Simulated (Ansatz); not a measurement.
# Silicon, simple cubic under PBE: from relaxation to bulk modulus

Aim: take silicon in the simple cubic structure, relax it, solve it on a dense k-mesh, switch on spin-orbit coupling, then scale the cell to 7 volumes from 88 to 112 % of the relaxed one and try a fit of the equation of state. The k-meshes are 12×12×12 for the relaxation; 20×20×20 for the dense run; 12×12×12 for spin-orbit coupling; 14×14×14 for the volumes.

This is Si in the simple cubic structure; at room conditions it is diamond.

Program: Ansatz 0.2.0. Level of theory: DFT PBE, plane waves (420 eV) with PAW, scalar-relativistic. These are calculated values, not measurements.

## 1. The system as given

The structure is cubic, space group Pm-3m (No. 221). The conventional cell has a = 2.531 Å, b = 2.531 Å, c = 2.531 Å, α = 90.00°, β = 90.00°, γ = 90.00°. Si (site symmetry m-3m) has 6 Si at 2.53 Å as nearest neighbours.

As a file:

```
Si
1.0
     2.53117    0.00000    0.00000
     0.00000    2.53117    0.00000
     0.00000    0.00000    2.53117
Si
1
Direct
  0.00000 0.00000 0.00000
```

## 2. Geometry optimisation

input.yaml

```yaml
crystal:
  lattice:
    - [2.5311671355, 0.0, 0.0]
    - [0.0, 2.5311671355, 0.0]
    - [0.0, 0.0, 2.5311671355]
  atoms:
    - { symbol: Si, position: [0.0, 0.0, 0.0] }
hamiltonian:
  xc: pbe
  pseudopotentials:
    kind: paw
    azcp:
      Si: "pseudopotentials/Si.paw.azcp"
basis:
  ecutwfc: 420
  fft_grid_basis: typed
kpoints:
  mp_grid: { grid: [12, 12, 12], shift: [0, 0, 0] }
magnetization:
  spin_polarized: false
scf:
  occupations: { method: fermi_dirac, width: 0.1 }
relax:
  max_steps: 60
  f_tol: 0.01
  cell: {}
```

Run with:

```
ansatz run input.yaml --threads 1 --pin off --max-ram 3584MiB --backend cpu --events-out ev --progress --plain --runs-dir out
```

Log, shortened:

```text
[...]
Pseudopotentials: kind: paw
Pseudopotential: Si, paw, valence charge 4, recommended cutoff 420 eV (normal), <dir>
Functional definition: PBE
[...]
Crystal: 1 atoms, lattice volume = 16.217 Å³
Basis set: ecut = 420 eV, 305 PW (Γ), exchange–correlation on 36×36×36 points (8 copies of the dense FFT grid, shifted against one another)
Bands: 6, of which v1, the nominal top of the filled ones, is band 2 counted from 1 (1 counted from 0)
Symmetry: 48 space group operations
Space group: Pm-3m (ITA 221), of the structure as read, at distance tolerance 2.5e-5 Å
k-points: 84 of 1728
[...]
SCF iter   1: F=—  HF=-635.459323 eV  |F-HF|=—  |Δ(HF+E_count)|=         —  Δρ=1.52e-3  dr2=2.28e-4  ethr=1.77e-3  ⟨swp⟩=5.1  Hψ=4732  notcnv=0
[...]
relax step   1: F+E_penalty+E_count = -635.45950259 eV  Δ(F+E_penalty+E_count) = +0.000e0 eV  max|allowed force component| = 0.000e0 eV/Å  Δτ_max = 0.0000 Å  P = -0.130 GPa  Ω = 16.217 Å³  (6 SCF iters, dr2 threshold 1.00e-7 eV, accepted)
[...]
relax step   2: F+E_penalty+E_count = -635.45951258 eV  Δ(F+E_penalty+E_count) = -9.997e-6 eV  max|allowed force component| = 0.000e0 eV/Å  Δτ_max = 0.0000 Å  P = -0.029 GPa  Ω = 16.200 Å³  energy of the carried Pulay correction = +1.922e-6 eV  (2 SCF iters, dr2 threshold 4.20e-8 eV, accepted)
[...]
relax step   3: F+E_penalty+E_count = -635.45951128 eV  Δ(F+E_penalty+E_count) = +1.304e-6 eV  max|allowed force component| = 0.000e0 eV/Å  Δτ_max = 0.0000 Å  P = -0.029 GPa  Ω = 16.200 Å³  stress off target by 2.91e-2 GPa  SCF on the basis re-selected at this cell (its energy is not [...]
SCF converged after 4 iterations
Free energy (F): -635.459511 eV
[...]
E sigma→0 (E₀):  -635.451783 eV
Entropy (-TS):   -0.015457 eV (-15.457 meV/atom)
Fermi energy:    8.736404 eV
[...]
--- Forces (eV/Å), atoms counted from 1 ---
  atom   1  Si     0.00000000     0.00000000    -0.00000000
[...]
--- Stress (GPa, compression-positive) ---
       -0.029053       0.000000      -0.000000
        0.000000      -0.029053      -0.000000
       -0.000000      -0.000000      -0.029053
  P = ⅓ Tr σ = -0.0291 GPa (-0.291 kbar)
--- Relaxed structure (2 steps of the walk, 2 accepted, 1 SCFs on fresh bases) ---
  F+E_penalty+E_count = -635.45951128 eV   max|allowed force component| = 0.000e0 eV/Å   (the final SCF, on the basis selected at the relaxed cell)
  cell:  # Å, volume = 16.2004 Å³
    - [2.5303177015099116, -6.018531076210112e-36, -2.0061770254033706e-36]
    - [-6.018531076210112e-36, 2.5303177015099116, 0.0]
    - [-2.0061770254033706e-36, 0.0, 2.5303177015099116]
  atoms:
    - { symbol: Si, position: [0.0, 0.0, 0.0] }
```

Wall time 3.3 s (1 thread of Intel Xeon Platinum 8259CL at 2.50GHz (Skylake/Cascade Lake), shared host); peak memory 0.45 GiB.

The walk, from the log:

```tsv
step	energy change (meV/atom)	largest force (eV/Å)	pressure (GPa)	volume (Å³/atom)
1	0.00	0.0000	-0.13	16.217
2	-0.01	0.0000	-0.03	16.200
3	-0.01	0.0000	-0.03	16.200
```

Steps that repeat a cell are solved on a basis chosen anew, so their changes of energy are no gain of the relaxation.

Changes in the cell that was computed:

|  | before | after | change |
| --- | --- | --- | --- |
| a (Å) | 2.531 | 2.530 | +0.0 % |
| b (Å) | 2.531 | 2.530 | +0.0 % |
| c (Å) | 2.531 | 2.530 | +0.0 % |
| volume (Å³/atom) | 16.217 | 16.200 | -0.1 % |
| shortest distance (Å) | 2.531 | 2.530 | +0.0 % |
| space group (spins left aside) | Pm-3m | Pm-3m | same |

## 3. Dense single point

input.yaml

```yaml
crystal:
  lattice:
    - [2.5303177015, 0.0, 0.0]
    - [0.0, 2.5303177015, 0.0]
    - [0.0, 0.0, 2.5303177015]
  atoms:
    - { symbol: Si, position: [0.0, 0.0, 0.0] }
hamiltonian:
  xc: pbe
  pseudopotentials:
    kind: paw
    azcp:
      Si: "pseudopotentials/Si.paw.azcp"
basis:
  ecutwfc: 420
  fft_grid_basis: typed
kpoints:
  mp_grid: { grid: [20, 20, 20], shift: [0, 0, 0] }
magnetization:
  spin_polarized: false
scf:
  occupations: { method: fermi_dirac, width: 0.1 }
```

Run with:

```
ansatz run input.yaml --threads 1 --pin off --max-ram 3584MiB --backend cpu --events-out ev --progress --plain --runs-dir out
```

Log, shortened:

```text
[...]
Pseudopotentials: kind: paw
Pseudopotential: Si, paw, valence charge 4, recommended cutoff 420 eV (normal), <dir>
Functional definition: PBE
[...]
Crystal: 1 atoms, lattice volume = 16.200 Å³
Basis set: ecut = 420 eV, 305 PW (Γ)
Bands: 6, of which v1, the nominal top of the filled ones, is band 2 counted from 1 (1 counted from 0)
Symmetry: 48 space group operations
Space group: Pm-3m (ITA 221), of the structure as read, at distance tolerance 2.5e-5 Å
k-points: 286 of 8000
[...]
SCF iter   1: F=—  HF=-635.468553 eV  |F-HF|=—  |Δ(HF+E_count)|=         —  Δρ=1.50e-3  dr2=2.08e-4  ethr=1.77e-3  ⟨swp⟩=5.1  Hψ=16176  notcnv=0
[...]
SCF iter   6: F=-635.468757 eV  HF=-635.468757 eV  |F-HF|=9.98e-11  |Δ(HF+E_count)|=  4.07e-10  Δρ=1.34e-6  dr2=4.00e-10  ethr=2.79e-11  ⟨swp⟩=1.0  Hψ=4807  notcnv=0
[...]
SCF converged after 6 iterations
Free energy (F): -635.468757 eV
[...]
E sigma→0 (E₀):  -635.461853 eV
Entropy (-TS):   -0.013808 eV (-13.808 meV/atom)
Fermi energy:    8.744692 eV
[...]
```

Wall time 3.4 s (1 thread of Intel Xeon Platinum 8259CL at 2.50GHz (Skylake/Cascade Lake), shared host); peak memory 0.47 GiB.

## 4. Spin-orbit coupling switched on

Changes to input.yaml since step 3:

```diff
@@ -10,3 +10,3 @@
   pseudopotentials:
-    kind: paw
+    kind: paw_fr
     azcp:
@@ -17,6 +17,12 @@
 kpoints:
-  mp_grid: { grid: [20, 20, 20], shift: [0, 0, 0] }
+  mp_grid: { grid: [12, 12, 12], shift: [0, 0, 0] }
 magnetization:
-  spin_polarized: false
+  noncollinear: true
+  spin_orbit: true
 scf:
   occupations: { method: fermi_dirac, width: 0.1 }
+output:
+  write_density: true
+  write_potential: true
+  elf: true
+  volumetric_format: npy
```

Run with:

```
ansatz run input.yaml --threads 1 --pin off --max-ram 3584MiB --backend cpu --events-out ev --progress --plain --runs-dir out
```

Log, shortened:

```text
[...]
Pseudopotentials: kind: paw_fr
Pseudopotential: Si, paw_fr, valence charge 4, recommended cutoff 420 eV (normal), <dir>
Functional definition: PBE
[...]
non-collinear run that drives no moment, with spin-orbit: no starting moment large enough to seed its density (crystal.atoms[].spin), no starting occupations that ask for one, no magnetisation constraint and no magnetic field, so the semilocal B_xc is pinned to zero
Crystal: 1 atoms, lattice volume = 16.200 Å³
Basis set: ecut = 420 eV, 305 PW (Γ)
Bands: 12, of which v1, the nominal top of the filled ones, is band 4 counted from 1 (3 counted from 0)
Symmetry: 48 space group operations + 48 with time reversal
Magnetic group: BNS 221.93 (UNI 1595), of the structure as read, at distance tolerance 2.5e-5 Å
k-points: 84 of 1728
Projection manifold: j_resolved (fully-relativistic pseudo-atomic orbitals)
[...]
SCF iter   1: F=—  HF=-635.458483 eV  |F-HF|=—  |Δ(HF+E_count)|=         —  Δρ=2.21e-2  dr2=4.76e-2  dr2_m=0.00e0 (ungated)  ethr=3.10e-3  |M|=0.00e0 ∫|m|=0.00e0 μB  |m|>n=0.0e0 m-floor=0.0e0 τ_xc=0.0e0  β_m=0.30  ⟨swp⟩=5.3  Hψ=3896  notcnv=0  defer=26
[...]
SCF iter   5: F=-635.461789 eV  HF=-635.461789 eV  |F-HF|=3.22e-9  |Δ(HF+E_count)|=   1.33e-7  Δρ=2.56e-5  dr2=4.86e-8  dr2_m=0.00e0 (ungated)  ethr=2.50e-9  |M|=0.00e0 ∫|m|=0.00e0 μB  |m|>n=0.0e0 m-floor=0.0e0 τ_xc=0.0e0  ⟨swp⟩=6.1  Hψ=2416  notcnv=0
[...]
SCF converged after 5 iterations
Magnetization: |M| = 0.0000 μB,  M = (+0.0000, +0.0000, +0.0000) μB
Absolute magnetization: 0.0000 μB (∫|m|)
  site 0: m = (+0.0000, +0.0000, +0.0000) μB, |m| = 0.0000 μB  (R = 1.04 Å)
Free energy (F): -635.461789 eV
[...]
E sigma→0 (E₀):  -635.454063 eV
Entropy (-TS):   -0.015452 eV (-15.452 meV/atom)
Fermi energy:    8.736313 eV
[...]
--- Band table (eV; the first three rows and the last of 84) ---
  k-point 0: bands = ["-4.4314", "-4.4314", "16.1996", "16.1996", "16.1996", "16.1996", "16.3946", "16.3946", "16.4594", "16.4594", "16.4594", "16.4594"]
[...]
```

Wall time 6.8 s (1 thread of Intel Xeon Platinum 8259CL at 2.50GHz (Skylake/Cascade Lake), shared host); peak memory 0.4 GiB.

With and without spin-orbit coupling:

```tsv
	scalar-relativistic	with spin-orbit coupling
k-mesh	20×20×20	12×12×12
gap on the mesh	none (levels filled in part)	none (levels filled in part)
```

The meshes differ, so small differences between the columns need not come from spin-orbit coupling.

Density in a lattice plane of the grid's cell (edges 2.53 and 2.53 Å, at 0.000 of the third edge), which holds Si.

Values in e/Å³, 12 rows by 12 columns:
```
0.09 0.14 0.26 0.38 0.41 0.39 0.37 0.39 0.41 0.38 0.26 0.14
0.23 0.26 0.33 0.38 0.37 0.33 0.32 0.33 0.37 0.38 0.33 0.26
0.37 0.38 0.38 0.36 0.31 0.27 0.25 0.27 0.31 0.36 0.38 0.38
0.43 0.41 0.37 0.31 0.25 0.21 0.20 0.21 0.25 0.31 0.37 0.41
0.41 0.39 0.33 0.27 0.21 0.17 0.16 0.17 0.21 0.27 0.33 0.39
0.39 0.37 0.32 0.25 0.20 0.16 0.15 0.16 0.20 0.25 0.32 0.37
0.41 0.39 0.33 0.27 0.21 0.17 0.16 0.17 0.21 0.27 0.33 0.39
0.43 0.41 0.37 0.31 0.25 0.21 0.20 0.21 0.25 0.31 0.37 0.41
0.37 0.38 0.38 0.36 0.31 0.27 0.25 0.27 0.31 0.36 0.38 0.38
0.23 0.26 0.33 0.38 0.37 0.33 0.32 0.33 0.37 0.38 0.33 0.26
0.09 0.14 0.26 0.38 0.41 0.39 0.37 0.39 0.41 0.38 0.26 0.14
0.05 0.09 0.23 0.37 0.43 0.41 0.39 0.41 0.43 0.37 0.23 0.09
```
Columns run along the first of these edges and rows up along the second, over one cell in 12 and 12 even steps from the bottom left corner. Atoms in the plane (fractional): Si at (0.00, 0.00).

ELF in the same plane.

Ten even steps from '0' (0.23) to '9' (0.83):
```
432224689999999998642223
322224688999999988642222
212235678888888887653221
344456777777777777765444
666667777665556677776666
888877766544444566777888
999887654332223345678899
999987653211111235678999
999887543100000134578899
999887542100000124578899
999887543100000134578899
999987653211111235678999
999887654332223345678899
888877766544444566777888
666667777665556677776666
344456777777777777765444
212235678888888887653221
322224688999999988642222
432224689999999998642223
653224689999999998642235
```
Columns run along the first of these edges and rows up along the second, over one cell in 24 and 20 even steps from the bottom left corner. Atoms in the plane (fractional): Si at (0.00, 0.00).

Both are smooth fields of the valence electrons: close to the nuclei they are not physical.

Outside the cores ELF peaks at 0.83 on the Si–Si line, 1.0 Å from Si.

## 5. At 88 % of the relaxed volume

input.yaml

```yaml
crystal:
  lattice:
    - [2.4247628959, 0.0, 0.0]
    - [0.0, 2.4247628959, 0.0]
    - [0.0, 0.0, 2.4247628959]
  atoms:
    - { symbol: Si, position: [0.0, 0.0, 0.0] }
hamiltonian:
  xc: pbe
  pseudopotentials:
    kind: paw
    azcp:
      Si: "pseudopotentials/Si.paw.azcp"
basis:
  ecutwfc: 420
  fft_grid_basis: typed
kpoints:
  mp_grid: { grid: [14, 14, 14], shift: [0, 0, 0] }
magnetization:
  spin_polarized: false
scf:
  occupations: { method: fermi_dirac, width: 0.1 }
  lower_state_search: "off"
output:
  stress: true
  write_density: true
  write_potential: true
  elf: true
  volumetric_format: npy
```

Run with:

```
ansatz run input.yaml --threads 1 --pin off --max-ram 3584MiB --backend cpu --events-out ev --progress --plain --runs-dir out
```

Log, shortened:

```text
[...]
Pseudopotentials: kind: paw
Pseudopotential: Si, paw, valence charge 4, recommended cutoff 420 eV (normal), <dir>
Functional definition: PBE
[...]
Crystal: 1 atoms, lattice volume = 14.256 Å³
Basis set: ecut = 420 eV, 257 PW (Γ)
Bands: 6, of which v1, the nominal top of the filled ones, is band 2 counted from 1 (1 counted from 0)
Symmetry: 48 space group operations
Space group: Pm-3m (ITA 221), of the structure as read, at distance tolerance 2.4e-5 Å
k-points: 120 of 2744
[...]
SCF iter   1: F=—  HF=-635.373589 eV  |F-HF|=—  |Δ(HF+E_count)|=         —  Δρ=1.53e-3  dr2=1.20e-4  ethr=1.77e-3  ⟨swp⟩=5.4  Hψ=6890  notcnv=0
[...]
SCF iter   6: F=-635.373813 eV  HF=-635.373813 eV  |F-HF|=3.41e-13  |Δ(HF+E_count)|=  8.87e-11  Δρ=8.43e-8  dr2=1.12e-12  ethr=1.00e-12  ⟨swp⟩=3.2  Hψ=2650  notcnv=0
[...]
SCF converged after 6 iterations
Free energy (F): -635.373813 eV
[...]
E sigma→0 (E₀):  -635.367748 eV
Entropy (-TS):   -0.012129 eV (-12.129 meV/atom)
Fermi energy:    10.590708 eV
[...]
--- Stress (GPa, compression-positive) ---
       17.702463       0.000000       0.000000
        0.000000      17.702463      -0.000000
        0.000000      -0.000000      17.702463
  P = ⅓ Tr σ = 17.7025 GPa (177.025 kbar)
--- Band table (eV; the first three rows and the last of 120) ---
  k-point 0: bands = ["-3.8533", "17.9529", "17.9529", "19.0349", "19.0349", "19.0349"]
[...]
```

Run time: 2.6 s. Hardware: 1 thread of Intel Xeon Platinum 8259CL at 2.50GHz (Skylake/Cascade Lake), shared host; peak memory 0.44 GiB.

[end of part 1 of 2]
